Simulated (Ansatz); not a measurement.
The system is FeSi2 (Linzhiite).

```xyz
3
Lattice="2.6840 0.0000 0.0000 0.0000 2.6840 0.0000 0.0000 0.0000 5.1280" Properties=species:S:1:pos:R:3 pbc="T T T"
Fe    0.0000    0.0000    0.0000
Si    1.3420    1.3420    3.7434
Si    1.3420    1.3420    1.3846
```

Base run:

| Quantity | Value |
| --- | --- |
| Program | Ansatz 0.2.0 |
| Functional | r2SCAN |
| Potentials or basis | Ansatz PAW |
| Cutoff | 500 eV |
| Density cutoff | 2000 eV |
| k mesh | 10 × 10 × 5 |
| Occupations | fermi-dirac, width 0.05 eV |
| Spin | collinear spin, ferromagnetic start |
| Starting moments | [3.0, 0.0, 0.0] μB |

Its results: band gap on the k mesh none (metal or under the smearing width); pressure -1.0 GPa; net moment 0.16 μB per cell; site moments Fe +0.20; Si -0.01 μB; largest force 0.143 eV/Å.

Problem. The run is repeated on the same cell with these changes: functional from r2SCAN to BLYP; cutoff from 500 eV to 420 eV; density cutoff from 2000 eV to 1680 eV. What comes out?

Solution. Band gap on the k mesh none (metal or under the smearing width); pressure 11.1 GPa; net moment 0.10 μB per cell; site moments Fe +0.11; Si -0.00 μB; largest force 0.610 eV/Å.

Caveats: the PAW data sets come from PBE, with cores solved anew for the run's functional, which leaves a small shift of forces and pressure; the magnetic or orbital state may not be the lowest (some runs); the potentials were made for another functional, which shifts forces and pressure (some runs).

Not every run made on this cell is shown here.
